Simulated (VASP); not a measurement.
The system is BaS.

```xyz
2
Lattice="0.0000 3.1938 3.1938 3.1938 0.0000 3.1938 3.1938 3.1938 0.0000" Properties=species:S:1:pos:R:3 pbc="T T T"
Ba    0.0000    0.0000    0.0000
S     3.1938    3.1938    3.1938
```

* Program: VASP 6.6.1
* Task: relaxation of cell and atoms
* Functional: PBE
* Dispersion: TS
* Potentials or basis: VASP PAW PBE potentials, release 64 (Ba_sv, S)
* Cutoff: 600 eV
* k mesh: 7 × 7 × 7
* Occupations: fermi-dirac, width 0.05 eV
* Spin: no spin polarisation

At the start: pressure 2.0 GPa; volume 32.58 Å³/atom.

Problem. Where does the relaxation end?

Solution. Over 4 steps the energy falls by 8.4 meV/atom and the volume is 33.79 Å³/atom (+3.7 %); space group Fm-3m (No. 225, to 0.05 Å).

The path:
```tsv
step	energy change (eV)	largest force (eV/Å)	pressure (GPa)	volume (Å³)
1	0.0000	0.0000	1.97	65.15
2	-0.0127	0.0000	-1.10	69.01
3	-0.0169	0.0000	-0.16	67.78
4	-0.0168	0.0000	0.00	67.57
```

Final structure:
```xyz
2
Lattice="0.0000 3.2328 3.2328 3.2328 0.0000 3.2328 3.2328 3.2328 0.0000" Properties=species:S:1:pos:R:3 pbc="T T T"
Ba    0.0000    0.0000    0.0000
S     3.2328    3.2328    3.2328
```
